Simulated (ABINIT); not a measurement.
# PbS (Galena) (Fm-3m) in ABINIT: settings compared

The runs below take PbS (Galena) through equation of state, band structure, with PBE, SOGGA.

All numbers are computed with ABINIT 10.8.3 (patched build); they aren't measurements. Logs are shortened: lines on timing, memory, paths and dates and some standing lists are left out, and cuts for length are marked. The log counts tension as positive stress, the text compression.

## 1. Starting point

The structure is cubic, space group Fm-3m (No. 225). Conventional cell: a = 5.931 Å, b = 5.931 Å, c = 5.931 Å, α = 90.00°, β = 90.00°, γ = 90.00°. Pb (site symmetry m-3m) has 6 S at 2.97 Å as nearest neighbours. Around S (site symmetry m-3m) lie 6 Pb at 2.97 Å.

## 2. Equation of state, PBE

The input, run.abi:

```
ndtset 7
getwfk -1
scalecart1 3*0.9795861087
scalecart2 3*0.9864848297
scalecart3 3*0.9932883884
scalecart4 3*1.0000000000
scalecart5 3*1.0066227096
scalecart6 3*1.0131594038
scalecart7 3*1.0196128224

pp_dirpath "./"
pseudos "Pb.GGA_PBE-JTH.xml, S.GGA_PBE-JTH.xml"

acell 3*1.0
rprim
     0.0000000000     5.6044552541     5.6044552541
     5.6044552541     0.0000000000     5.6044552541
     5.6044552541     5.6044552541     0.0000000000
ntypat 2
znucl 82 16
natom 2
typat 1 2
xred
     0.0000000000     0.0000000000     0.0000000000
     0.5000000000     0.5000000000     0.5000000000

ecut 15.0
pawecutdg 30.0

kptopt 1
ngkpt 8 8 8
nshiftk 1
shiftk 0.0 0.0 0.0

ixc 11

nband 14
occopt 3
tsmear 0.00183747

nstep 100
tolvrs 1.0e-9

iomode 3
prtwf 1
prtden 0
prteig 0
prtebands 0
enunit 2
```

Potentials or basis: JTH PAW PBE v2.0.

Run with:

```console
abinit run.abi > log 2>&1
```

run.abo:

```text
.Version 10.8.3 of ABINIT
 DATASET    1 : space group Fm -3 m (#225); Bravais cF (face-center cubic)
================================================================================
 Values of the parameters that define the memory need for DATASET  1.
     intxc =       0    ionmov =       0      iscf =      17    lmnmax =      18
     lnmax =       6     mgfft =      30  mpssoang =       3    mqgrid =    3001
     natom =       2  nloc_mem =       2    nspden =       1   nspinor =       1
    nsppol =       1      nsym =      48    n1xccc =       1    ntypat =       2
    occopt =       3   xclevel =       2
       mpw =         932          nfft =       27000          nkpt =          29
 PAW method is used; the additional fine FFT grid is defined by:
   mgfftf=        40    nfftf =     64000
================================================================================
================================================================================
[... 71 lines left out ...]
 DATASET    7 : space group Fm -3 m (#225); Bravais cF (face-center cubic)
================================================================================
 Values of the parameters that define the memory need for DATASET  7.
     intxc =       0    ionmov =       0      iscf =      17    lmnmax =      18
     lnmax =       6     mgfft =      30  mpssoang =       3    mqgrid =    3001
     natom =       2  nloc_mem =       2    nspden =       1   nspinor =       1
    nsppol =       1      nsym =      48    n1xccc =       1    ntypat =       2
    occopt =       3   xclevel =       2
       mpw =        1048          nfft =       27000          nkpt =          29
 PAW method is used; the additional fine FFT grid is defined by:
   mgfftf=        40    nfftf =     64000
================================================================================
================================================================================

--------------------------------------------------------------------------------
------------- Echo of variables that govern the present computation ------------
--------------------------------------------------------------------------------
 -outvars: echo values of preprocessed input variables --------
            acell      1.0000000000E+00  1.0000000000E+00  1.0000000000E+00 Bohr
              amu      2.07200000E+02  3.20660000E+01
             ecut      1.50000000E+01 Hartree
           enunit           2
           getwfk          -1
              ixc          11
           jdtset        1    2    3    4    5    6    7
         kptrlatt        8    0    0      0    8    0      0    0    8
          kptrlen1     6.21127859E+01
          kptrlen2     6.25502143E+01
          kptrlen3     6.29816087E+01
          kptrlen4     6.34071730E+01
          kptrlen5     6.38271003E+01
          kptrlen6     6.42415736E+01
          kptrlen7     6.46507667E+01
            natom           2
            nband          14
           ndtset           7
            ngfft          30      30      30
          ngfftdg          40      40      40
             nkpt          29
            nstep         100
             nsym          48
           ntypat           2
           occopt           3
        pawecutdg      3.00000000E+01 Hartree
         pawxcdev           0
           prtden           0
        prtebands           0
           prteig           0
            rprim1     0.0000000000E+00  5.4900465137E+00  5.4900465137E+00
                       5.4900465137E+00  0.0000000000E+00  5.4900465137E+00
                       5.4900465137E+00  5.4900465137E+00  0.0000000000E+00
            rprim2     0.0000000000E+00  5.5287100869E+00  5.5287100869E+00
                       5.5287100869E+00  0.0000000000E+00  5.5287100869E+00
                       5.5287100869E+00  5.5287100869E+00  0.0000000000E+00
            rprim3     0.0000000000E+00  5.5668403272E+00  5.5668403272E+00
                       5.5668403272E+00  0.0000000000E+00  5.5668403272E+00
                       5.5668403272E+00  5.5668403272E+00  0.0000000000E+00
            rprim4     0.0000000000E+00  5.6044552541E+00  5.6044552541E+00
                       5.6044552541E+00  0.0000000000E+00  5.6044552541E+00
                       5.6044552541E+00  5.6044552541E+00  0.0000000000E+00
            rprim5     0.0000000000E+00  5.6415719337E+00  5.6415719337E+00
                       5.6415719337E+00  0.0000000000E+00  5.6415719337E+00
                       5.6415719337E+00  5.6415719337E+00  0.0000000000E+00
            rprim6     0.0000000000E+00  5.6782065439E+00  5.6782065439E+00
                       5.6782065439E+00  0.0000000000E+00  5.6782065439E+00
                       5.6782065439E+00  5.6782065439E+00  0.0000000000E+00
            rprim7     0.0000000000E+00  5.7143744396E+00  5.7143744396E+00
                       5.7143744396E+00  0.0000000000E+00  5.7143744396E+00
                       5.7143744396E+00  5.7143744396E+00  0.0000000000E+00
          spgroup         225
           tolvrs      1.00000000E-09
           tsmear      1.83747000E-03 Hartree
            typat      1  2
           useylm           1
           xangst1     0.0000000000E+00  0.0000000000E+00  0.0000000000E+00
                       2.9052074999E+00  2.9052074999E+00  2.9052074999E+00
           xangst2     0.0000000000E+00  0.0000000000E+00  0.0000000000E+00
                       2.9256673817E+00  2.9256673817E+00  2.9256673817E+00
           xangst3     0.0000000000E+00  0.0000000000E+00  0.0000000000E+00
                       2.9458450359E+00  2.9458450359E+00  2.9458450359E+00
           xangst4     0.0000000000E+00  0.0000000000E+00  0.0000000000E+00
                       2.9657499980E+00  2.9657499980E+00  2.9657499980E+00
           xangst5     0.0000000000E+00  0.0000000000E+00  0.0000000000E+00
                       2.9853912990E+00  2.9853912990E+00  2.9853912990E+00
           xangst6     0.0000000000E+00  0.0000000000E+00  0.0000000000E+00
                       3.0047774998E+00  3.0047774998E+00  3.0047774998E+00
           xangst7     0.0000000000E+00  0.0000000000E+00  0.0000000000E+00
                       3.0239167260E+00  3.0239167260E+00  3.0239167260E+00
            xcart1     0.0000000000E+00  0.0000000000E+00  0.0000000000E+00
                       5.4900465137E+00  5.4900465137E+00  5.4900465137E+00
            xcart2     0.0000000000E+00  0.0000000000E+00  0.0000000000E+00
                       5.5287100869E+00  5.5287100869E+00  5.5287100869E+00
            xcart3     0.0000000000E+00  0.0000000000E+00  0.0000000000E+00
                       5.5668403272E+00  5.5668403272E+00  5.5668403272E+00
            xcart4     0.0000000000E+00  0.0000000000E+00  0.0000000000E+00
                       5.6044552541E+00  5.6044552541E+00  5.6044552541E+00
            xcart5     0.0000000000E+00  0.0000000000E+00  0.0000000000E+00
                       5.6415719337E+00  5.6415719337E+00  5.6415719337E+00
            xcart6     0.0000000000E+00  0.0000000000E+00  0.0000000000E+00
                       5.6782065439E+00  5.6782065439E+00  5.6782065439E+00
            xcart7     0.0000000000E+00  0.0000000000E+00  0.0000000000E+00
                       5.7143744396E+00  5.7143744396E+00  5.7143744396E+00
             xred      0.0000000000E+00  0.0000000000E+00  0.0000000000E+00
                       5.0000000000E-01  5.0000000000E-01  5.0000000000E-01
            znucl       82.00000   16.00000

================================================================================

 chkinp: Checking input parameters for consistency, jdtset=   1.

 chkinp: Checking input parameters for consistency, jdtset=   2.
[... 35 lines left out ...]
 getcut: wavevector=  0.0000  0.0000  0.0000  ngfft=  30  30  30
         ecut(hartree)=     15.000   => boxcut(ratio)=   2.21871

 getcut : COMMENT -
  Note that boxcut > 2.2 ; recall that boxcut=Gcut(box)/Gcut(sphere) = 2
  is sufficient for exact treatment of convolution.
  Such a large boxcut is a waste : you could raise ecut
  e.g. ecut=   18.460109 Hartrees makes boxcut=2

 Fine grid specifications (used for densities):

 getcut: wavevector=  0.0000  0.0000  0.0000  ngfft=  40  40  40
         ecut(hartree)=     30.000   => boxcut(ratio)=   2.08950

--- Pseudopotential description ------------------------------------------------
- pspini: atom type   1  psp file is ./Pb.GGA_PBE-JTH.xml
 Pseudopotential format is: paw10
 basis_size (lnmax)=  6 (lmn_size= 18), orbitals=   0   0   1   1   2   2
 Spheres core radius: rc_sph= 2.40264019
 Shapefunction is BESSEL type: shapef(r,l)=aa(1,l)*jl(q(1,l)*r)+aa(2,l)*jl(q(2,l)*r)
 Radius for shape functions =  2.00872932
 Compensation charge density is not taken into account in XC energy/potential

- pspini: atom type   2  psp file is ./S.GGA_PBE-JTH.xml
 Pseudopotential format is: paw10
 basis_size (lnmax)=  4 (lmn_size=  8), orbitals=   0   0   1   1
 Spheres core radius: rc_sph= 1.90380259
 Shapefunction is SIN type: shapef(r)=[sin(pi*r/rshp)/(pi*r/rshp)]**2
 Radius for shape functions =  1.40128485
 Compensation charge density is not taken into account in XC energy/potential

   5.35596158E+02                                ecore*ucvol(ha*bohr**3)
--------------------------------------------------------------------------------

[... 184 lines left out ...]
 getcut: wavevector=  0.0000  0.0000  0.0000  ngfft=  30  30  30
         ecut(hartree)=     15.000   => boxcut(ratio)=   2.20320

 getcut : COMMENT -
  Note that boxcut > 2.2 ; recall that boxcut=Gcut(box)/Gcut(sphere) = 2
  is sufficient for exact treatment of convolution.
  Such a large boxcut is a waste : you could raise ecut
  e.g. ecut=   18.202820 Hartrees makes boxcut=2

 Fine grid specifications (used for densities):

 getcut: wavevector=  0.0000  0.0000  0.0000  ngfft=  40  40  40
         ecut(hartree)=     30.000   => boxcut(ratio)=   2.07489
--------------------------------------------------------------------------------
[... 1105 lines left out ...]
-Cartesian components of stress tensor (GPa)         [Pressure= -1.5500E+00 GPa]
- sigma(1 1)=  1.54996148E+00  sigma(3 2)=  0.00000000E+00
- sigma(2 2)=  1.54996148E+00  sigma(3 1)=  0.00000000E+00
- sigma(3 3)=  1.54996148E+00  sigma(2 1)=  0.00000000E+00

== END DATASET(S) ==============================================================
================================================================================

 -outvars: echo values of variables after computation  --------
            acell      1.0000000000E+00  1.0000000000E+00  1.0000000000E+00 Bohr
           etotal1    -7.1558710808E+01
           etotal2    -7.1560129437E+01
           etotal3    -7.1561167922E+01
           etotal4    -7.1561886837E+01
           etotal5    -7.1562300656E+01
           etotal6    -7.1562426191E+01
           etotal7    -7.1562334470E+01
            fcart1    -0.0000000000E+00 -0.0000000000E+00 -0.0000000000E+00
                      -0.0000000000E+00 -0.0000000000E+00 -0.0000000000E+00
            fcart2    -0.0000000000E+00 -0.0000000000E+00 -0.0000000000E+00
                      -0.0000000000E+00 -0.0000000000E+00 -0.0000000000E+00
            fcart3    -0.0000000000E+00 -0.0000000000E+00 -0.0000000000E+00
                      -0.0000000000E+00 -0.0000000000E+00 -0.0000000000E+00
            fcart4    -0.0000000000E+00 -0.0000000000E+00 -0.0000000000E+00
                      -0.0000000000E+00 -0.0000000000E+00 -0.0000000000E+00
            fcart5    -0.0000000000E+00 -0.0000000000E+00 -0.0000000000E+00
                      -0.0000000000E+00 -0.0000000000E+00 -0.0000000000E+00
[... 38 lines left out ...]
                       0.0000000000E+00  0.0000000000E+00  0.0000000000E+00
           xangst1     0.0000000000E+00  0.0000000000E+00  0.0000000000E+00
                       2.9052074999E+00  2.9052074999E+00  2.9052074999E+00
           xangst2     0.0000000000E+00  0.0000000000E+00  0.0000000000E+00
                       2.9256673817E+00  2.9256673817E+00  2.9256673817E+00
           xangst3     0.0000000000E+00  0.0000000000E+00  0.0000000000E+00
                       2.9458450359E+00  2.9458450359E+00  2.9458450359E+00
           xangst4     0.0000000000E+00  0.0000000000E+00  0.0000000000E+00
                       2.9657499980E+00  2.9657499980E+00  2.9657499980E+00
           xangst5     0.0000000000E+00  0.0000000000E+00  0.0000000000E+00
                       2.9853912990E+00  2.9853912990E+00  2.9853912990E+00
           xangst6     0.0000000000E+00  0.0000000000E+00  0.0000000000E+00
                       3.0047774998E+00  3.0047774998E+00  3.0047774998E+00
           xangst7     0.0000000000E+00  0.0000000000E+00  0.0000000000E+00
                       3.0239167260E+00  3.0239167260E+00  3.0239167260E+00
             xred      0.0000000000E+00  0.0000000000E+00  0.0000000000E+00
                       5.0000000000E-01  5.0000000000E-01  5.0000000000E-01
 Calculation completed.
```

Run time: 81 s. Hardware: 1 thread of Arm Neoverse V2, shared host; peak memory 0.14 GiB.

What came out:

- Equilibrium volume: 27.16 Å³/atom
- Bulk modulus: 52 GPa
- Pressure derivative of the bulk modulus: 4.5 (rough: it moves with the points fitted)

Energy against volume, from the lowest point:
| volume (Å³/atom) | energy (meV/atom) |
| --- | --- |
| 24.521 | 50.55 |
| 25.042 | 31.25 |
| 25.564 | 17.12 |
| 26.086 | 7.34 |
| 26.607 | 1.71 |
| 27.129 | 0.00 |
| 27.651 | 1.25 |

Caveat: the cutoff is too short for stress, so the log's stress isn't used; pressures at fixed basis lie under the slope of the energies.

## 3. Band structure, SOGGA

The input, run.abi:

```
# Datasets: ground state, then fixed potential
ndtset 2

# Pseudopotentials
pp_dirpath "./"
pseudos "Pb.GGA_PBE-JTH.xml, S.GGA_PBE-JTH.xml"

# Structure
acell 3*1.0 Angstrom
rprim
     0.0000000000     2.9657500000     2.9657500000
     2.9657500000     0.0000000000     2.9657500000
     2.9657500000     2.9657500000     0.0000000000
ntypat 2
znucl 82 16
natom 2
typat 1 2
xcart
     0.0000000000     0.0000000000     0.0000000000
     5.6044552541     5.6044552541     5.6044552541

# Plane-wave basis
ecut 544.227725 eV
pawecutdg 40.0

# Exchange and correlation
ixc -150130

# Bands and occupations
occopt 3
tsmear 0.05 eV

# SCF cycle
nstep 100

# Output
iomode 3
prtwf 0
prteig 0
prtebands 0
prtden1 1

# Dataset 1
kptopt1 1
ngkpt1 8 8 8
nshiftk1 1
shiftk1 0.0 0.0 0.0
nband1 14
tolvrs1 1.0e-9

# Dataset 2: bands along G-X-W-K-G-L-U-W-L-K
iscf2 -2
getden2 1
nband2 18
nbdbuf2 2
tolwfr2 1.0e-12
kptopt2 -9
ndivsm2 6
prteig2 1
prtvol2 -3
kptbounds2
     0.0000000000     0.0000000000     0.0000000000
     0.5000000000     0.0000000000     0.5000000000
     0.5000000000     0.2500000000     0.7500000000
     0.3750000000     0.3750000000     0.7500000000
     0.0000000000     0.0000000000     0.0000000000
     0.5000000000     0.5000000000     0.5000000000
     0.6250000000     0.2500000000     0.6250000000
     0.5000000000     0.2500000000     0.7500000000
     0.5000000000     0.5000000000     0.5000000000
     0.3750000000     0.3750000000     0.7500000000
```

Potentials or basis: JTH PAW PBE v2.0.

Run with:

```console
abinit run.abi > log 2>&1
```

run.abo:

```text
.Version 10.8.3 of ABINIT
 DATASET    1 : space group Fm -3 m (#225); Bravais cF (face-center cubic)
================================================================================
 Values of the parameters that define the memory need for DATASET  1.
     intxc =       0    ionmov =       0      iscf =      17    lmnmax =      18
     lnmax =       6     mgfft =      32  mpssoang =       3    mqgrid =    3001
     natom =       2  nloc_mem =       2    nspden =       1   nspinor =       1
    nsppol =       1      nsym =      48    n1xccc =       1    ntypat =       2
    occopt =       3   xclevel =       2
       mpw =        1540          nfft =       32768          nkpt =          29
 PAW method is used; the additional fine FFT grid is defined by:
   mgfftf=        48    nfftf =    110592
================================================================================
================================================================================

 DATASET    2 : space group Fm -3 m (#225); Bravais cF (face-center cubic)
================================================================================
 Values of the parameters that define the memory need for DATASET  2.
     intxc =       0    ionmov =       0      iscf =      -2    lmnmax =      18
     lnmax =       6     mgfft =      32  mpssoang =       3    mqgrid =    3001
     natom =       2  nloc_mem =       2    nspden =       1   nspinor =       1
    nsppol =       1      nsym =      48    n1xccc =       1    ntypat =       2
    occopt =       3   xclevel =       2
       mpw =        1540          nfft =       32768          nkpt =         103
 PAW method is used; the additional fine FFT grid is defined by:
   mgfftf=        48    nfftf =    110592
[... 1085 lines left out ...]
   0.55558    0.55852
 kpt#   5, nband= 18, wtk=  1.00000, kpt=  0.1176  0.0000  0.1176 (reduced coord)
[... 381 lines left out ...]
   0.12616    0.15058    0.31139    0.34361    0.38550    0.47772    0.57739    0.57964
   0.65914    0.70923
 kpt# 101, nband= 18, wtk=  1.00000, kpt=  0.4000  0.4000  0.7000 (reduced coord)
  -0.39535   -0.39215   -0.39167   -0.39092   -0.39041   -0.21810   -0.08045    0.05656
   0.12102    0.14241    0.32323    0.35397    0.39376    0.46574    0.58015    0.59358
   0.66607    0.70576
 kpt# 102, nband= 18, wtk=  1.00000, kpt=  0.3875  0.3875  0.7250 (reduced coord)
  -0.39573   -0.39230   -0.39149   -0.39079   -0.39037   -0.21646   -0.07595    0.04809
   0.11646    0.13526    0.33307    0.36368    0.40020    0.45451    0.58516    0.60774
   0.67131    0.70089
 kpt# 103, nband= 18, wtk=  1.00000, kpt=  0.3750  0.3750  0.7500 (reduced coord)
  -0.39603   -0.39246   -0.39136   -0.39066   -0.39031   -0.21554   -0.07201    0.04313
   0.11256    0.12910    0.34063    0.37245    0.40475    0.44477    0.59247    0.61806
   0.67815    0.69270

== END DATASET(S) ==============================================================
================================================================================

 -outvars: echo values of variables after computation  --------
            acell      1.8897261259E+00  1.8897261259E+00  1.8897261259E+00 Bohr
           etotal1    -7.1502805152E+01
            fcart1    -0.0000000000E+00 -0.0000000000E+00 -0.0000000000E+00
                      -0.0000000000E+00 -0.0000000000E+00 -0.0000000000E+00
            rprim      0.0000000000E+00  2.9657500000E+00  2.9657500000E+00
                       2.9657500000E+00  0.0000000000E+00  2.9657500000E+00
                       2.9657500000E+00  2.9657500000E+00  0.0000000000E+00
           strten1     6.5104575609E-05  6.5104575609E-05  6.5104575609E-05
                       0.0000000000E+00  0.0000000000E+00  0.0000000000E+00
           xangst      0.0000000000E+00  0.0000000000E+00  0.0000000000E+00
                       2.9657500000E+00  2.9657500000E+00  2.9657500000E+00
             xred      0.0000000000E+00  0.0000000000E+00  0.0000000000E+00
                       5.0000000000E-01  5.0000000000E-01  5.0000000000E-01
 Calculation completed.
```

Run time: 88 s. Hardware: 1 thread of Arm Neoverse V2, shared host; peak memory 0.15 GiB.

Results:

```
Free energy                                           : -1945.6904 eV
Band gap on the k mesh                                : 0.20 eV, direct
Valence electrons inside the program's atomic spheres : Pb 11.30; S 3.47
```

Levels at the corners of the path, in eV from the valence-band top:
```tsv
point	band 8	band 9	band 10	band 11	band 12	band 13
Γ	-2.19	-2.19	-2.19	5.18	5.18	5.18
X	-5.30	-3.49	-3.49	3.62	5.51	5.65
W	-4.51	-4.51	-1.03	2.11	4.55	4.55
K	-4.87	-2.98	-2.53	3.22	4.09	4.97
Γ	-2.19	-2.19	-2.19	5.18	5.18	5.18
L	-1.79	-1.79	0.00	0.20	1.88	1.88
U	-4.87	-2.98	-2.53	3.22	4.09	4.97
W	-4.51	-4.51	-1.03	2.11	4.55	4.55
L	-1.79	-1.79	0.00	0.20	1.88	1.88
K	-4.87	-2.98	-2.53	3.22	4.09	4.97
```

Caveat: the cutoff is too short for stress, so the log's stress isn't used; the PAW data sets were made with another functional, which shifts forces and pressure a little; spin-orbit coupling is left out, which as a rule narrows the gap of such compounds by several tenths of an eV. A k mesh can miss the band edges.
